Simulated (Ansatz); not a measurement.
An Ansatz input:

```yaml
crystal:
  lattice:
    - [-1.4385875258, 1.4385875258, 1.4385875258]
    - [1.4385875258, -1.4385875258, 1.4385875258]
    - [1.4385875258, 1.4385875258, -1.4385875258]
  atoms:
    - { symbol: Co, position: [0.0, 0.0, 0.0], spin: 1.88 }
hamiltonian:
  xc: rpbe
  pseudopotentials:
    kind: paw
    azcp:
      Co: "pseudopotentials/Co.paw.azcp"
basis:
  ecutwfc: 420
  fft_grid_basis: typed
kpoints:
  mp_grid: { grid: [17, 17, 17], shift: [0, 0, 0] }
magnetization:
  spin_polarized: true
scf:
  occupations: { method: fermi_dirac, width: 0.05 }
  lower_state_search: "off"
output:
  stress: true
```

and its output:

```
Engine: ansatz 0.2.0, aarch64-unknown-linux-gnu
Pseudopotentials: kind: paw
Pseudopotential: Co, paw, valence charge 17, recommended cutoff 420 eV (normal) 
Functional definition: RPBE
  parameter kappa = 0.804
  parameter beta = 0.06672455060314922
  exchange = rpbe_x(kappa = kappa, mu = beta*pi^2/3)
  correlation = pbe_c(beta = beta)
Crystal: 1 atoms, lattice volume = 11.909 Å³
Basis set: ecut = 420 eV, 225 PW (Γ)
Bands: 14, of which v1, the nominal top of the filled ones, is band 9 counted from 1 (8 counted from 0)
Symmetry: 48 space group operations
Space group: Im-3m (ITA 229), of the structure as read, at distance tolerance 2.3e-5 Å
Magnetic group: BNS 229.140 (UNI 1642), of the structure as read, at distance tolerance 2.3e-5 Å
k-points: 165 of 4913
Non-local potential: Co, projectors of the file, l = 0: 3, l = 1: 2, l = 2: 3, l = 3: 1
PAW form: soft (Blöchl's): semilocal exchange-correlation on the pseudo side does not see the compensation charge
PAW frozen core: Co, regenerated for the run's functional, and the local potential with it (the file was generated under x = pbe(κ = 0.804, μ = 0.2195149727645171), c = pbe(β = 0.06672455060314922))
PAW one-centre angular grid: Co, 590 points (default); XC on 64 Gauss nodes
Initial density: superposition of atomic densities (chi_scale 0.1, normalization cell)
Starting moments: Σ|m| = 1.88 μB on 1 of 1 site
Initial wavefunctions: pseudopotential atomic-orbital guess
Functional: x = rpbe, c = pbe(β = 0.06672455060314922)
iter 1 solved again at ethr=1.74e-4 eV; its pass at ethr=3.10e-3 eV (dr2=2.96e-2 eV) is discarded
SCF iter   1: F=—  HF=-5130.814444 eV  |F-HF|=—  |Δ(HF+E_count)|=         —  Δρ=4.84e-2 (↑2.44e-2 ↓4.84e-2)  dr2=2.96e-2  dr2_m=1.40e-1  M=1.773 μB ∫|m|=1.805 μB  β_m=1.00  ethr=1.74e-4  ⟨swp⟩=1.0  Hψ=30136  notcnv=0
SCF iter   2: F=—  HF=-5130.857999 eV  |F-HF|=—  |Δ(HF+E_count)|=   4.36e-2  Δρ=1.54e-2 (↑1.05e-2 ↓1.54e-2)  dr2=5.52e-3  dr2_m=1.14e-2  M=1.757 μB ∫|m|=1.874 μB  β_m=1.00  ethr=1.74e-4  ⟨swp⟩=3.1  Hψ=10012  notcnv=0
SCF iter   3: F=—  HF=-5130.889823 eV  |F-HF|=—  |Δ(HF+E_count)|=   3.18e-2  Δρ=9.08e-3 (↑5.38e-3 ↓9.08e-3)  dr2=3.68e-3  dr2_m=1.73e-3  M=1.759 μB ∫|m|=1.907 μB  β_m=1.00  ethr=3.25e-5  ⟨swp⟩=2.0  Hψ=8690  notcnv=0  defer=17
SCF iter   4: F=—  HF=-5130.918576 eV  |F-HF|=—  |Δ(HF+E_count)|=   2.88e-2  Δρ=3.31e-3 (↑3.31e-3 ↓1.42e-3)  dr2=8.25e-4  dr2_m=3.41e-4  M=1.761 μB ∫|m|=1.921 μB  β_m=1.00  ethr=2.17e-5  ⟨swp⟩=2.0  Hψ=9481  notcnv=0  defer=21
SCF iter   5: F=—  HF=-5130.937549 eV  |F-HF|=—  |Δ(HF+E_count)|=   1.90e-2  Δρ=1.97e-3 (↑1.97e-3 ↓1.79e-3)  dr2=9.92e-5  dr2_m=2.77e-4  M=1.767 μB ∫|m|=1.933 μB  β_m=1.00  ethr=4.85e-6  ⟨swp⟩=2.2  Hψ=5588  notcnv=0  defer=21
SCF iter   6: F=—  HF=-5130.948099 eV  |F-HF|=—  |Δ(HF+E_count)|=   1.06e-2  Δρ=1.52e-3 (↑1.18e-3 ↓1.52e-3)  dr2=3.60e-5  dr2_m=1.48e-4  M=1.772 μB ∫|m|=1.941 μB  β_m=1.00  ethr=5.83e-7  ⟨swp⟩=2.0  Hψ=7190  notcnv=0  defer=21
SCF iter   7: F=—  HF=-5130.954264 eV  |F-HF|=—  |Δ(HF+E_count)|=   6.16e-3  Δρ=1.41e-3 (↑8.12e-4 ↓1.41e-3)  dr2=4.28e-5  dr2_m=9.48e-5  M=1.777 μB ∫|m|=1.948 μB  β_m=1.00  ethr=2.12e-7  ⟨swp⟩=2.1  Hψ=7411  notcnv=0  defer=21
SCF iter   8: F=—  HF=-5130.957886 eV  |F-HF|=—  |Δ(HF+E_count)|=   3.62e-3  Δρ=8.08e-4 (↑7.00e-4 ↓8.08e-4)  dr2=1.27e-6  dr2_m=6.07e-5  M=1.780 μB ∫|m|=1.953 μB  β_m=1.00  ethr=2.12e-7  ⟨swp⟩=2.1  Hψ=7162  notcnv=0  defer=21
SCF iter   9: F=—  HF=-5130.959971 eV  |F-HF|=—  |Δ(HF+E_count)|=   2.09e-3  Δρ=7.51e-4 (↑5.00e-4 ↓7.51e-4)  dr2=4.05e-6  dr2_m=4.25e-5  M=1.783 μB ∫|m|=1.958 μB  β_m=0.30  ethr=7.48e-9  ⟨swp⟩=2.4  Hψ=7767  notcnv=0  defer=21
Mixer restart at iter 9: flushing history
spin-set hold released at iteration 9 (site moments contracting): the magnetisation degrees of freedom join the quasi-Newton model from the next iteration; the mixer history was flushed
SCF iter  10: F=—  HF=-5130.961316 eV  |F-HF|=—  |Δ(HF+E_count)|=   1.35e-3  Δρ=1.01e-3 (↑7.51e-4 ↓1.01e-3)  dr2=4.66e-6  dr2_m=8.25e-5  M=1.786 μB ∫|m|=1.961 μB  β_m=0.63  ethr=7.48e-9  ⟨swp⟩=2.0  Hψ=7557  notcnv=0  defer=21
SCF iter  11: F=—  HF=-5130.962952 eV  |F-HF|=—  |Δ(HF+E_count)|=   1.64e-3  Δρ=9.22e-4 (↑7.47e-4 ↓9.22e-4)  dr2=3.82e-6  dr2_m=7.22e-5  M=1.794 μB ∫|m|=1.971 μB  β_m=0.82  ethr=7.48e-9  ⟨swp⟩=3.0  Hψ=9884  notcnv=0  defer=21
SCF iter  12: F=—  HF=-5130.962979 eV  |F-HF|=—  |Δ(HF+E_count)|=   2.77e-5  Δρ=1.86e-4 (↑1.52e-4 ↓1.86e-4)  dr2=7.25e-6  dr2_m=1.16e-7  M=1.796 μB ∫|m|=1.973 μB  β_m=0.63  ethr=7.48e-9  ⟨swp⟩=2.1  Hψ=7936  notcnv=0  defer=21
SCF iter  13: F=—  HF=-5130.962981 eV  |F-HF|=—  |Δ(HF+E_count)|=   2.12e-6  Δρ=3.32e-4 (↑1.82e-4 ↓3.32e-4)  dr2=1.69e-5  dr2_m=7.11e-7  M=1.796 μB ∫|m|=1.974 μB  β_m=0.43  ethr=7.48e-9  ⟨swp⟩=2.0  Hψ=7548  notcnv=0  defer=21  recentre
SCF iter  14: F=-5130.962978 eV  HF=-5130.962978 eV  |F-HF|=1.01e-8  |Δ(HF+E_count)|=   3.55e-6  Δρ=1.17e-5 (↑1.17e-5 ↓1.01e-5)  dr2=3.02e-9  dr2_m=1.15e-8  M=1.796 μB ∫|m|=1.974 μB  ethr=5.88e-10  ⟨swp⟩=3.0  Hψ=17615  notcnv=0
SCF 1 converged in 14 iterations: F = -5130.962978 eV  dr2 = 3.02e-9
SCF converged after 14 iterations
Magnetization: 1.7959 μB (9.3979 up, 7.6021 down)
Absolute magnetization: 1.9737 μB (∫|ρ↑−ρ↓|, with the PAW one-centre terms)
Spin contamination: 0.0368 ħ² per cell (⟨S²⟩ above its minimum at these occupations)
Per-site moments (μB) at R_I (Å): [(1.8787379045911385, 1.0278290079009162)]
Free energy (F): -5130.962978 eV
Harris-Foulkes:  -5130.962978 eV  (|F-HF|=1.01e-8)
Internal energy: -5130.950198 eV  (E = F + TS)
E sigma→0 (E₀):  -5130.956588 eV
Entropy (-TS):   -0.012780 eV (-12.780 meV/atom)
Fermi energy:    17.222679 eV
--- Per-component energies (eV) ---
  E_band       = -275.053650
  E_kinetic    = 450.382795
  E_local      = -2962.650995  (includes V_loc(G=0)·N_el)
  E_nonlocal   = 454.169180
  E_hartree    = 1237.269668
  E_xc         = -158.182194
  E_vxc        = -203.696713  (∫ρ·V_xc dr)
  E_paw        = -1520.029440  (= ΣΔE_a)
  E_vpaw       = -487.793723  (= ΣTr[D̂ρ^β])
  E_aug_tail   = 0.000097  (compensation charges beyond the density's cutoff)
  E_ewald      = -2631.862989
  E_core_change = -0.046320  (= ΣΔE_core)
  E_smearing   = -0.012780  (= −TS)
  E_closure    = 0.000000  (closes the sum)
  Σ components = -5130.962978   (vs F -5130.962978, Δ=0.00e0)
--- Stress (GPa, compression-positive) ---
       -7.083592       0.000000      -0.000000
       -0.000000      -7.083592      -0.000000
        0.000000       0.000000      -7.083592
  P = ⅓ Tr σ = -7.0836 GPa (-70.836 kbar)
```
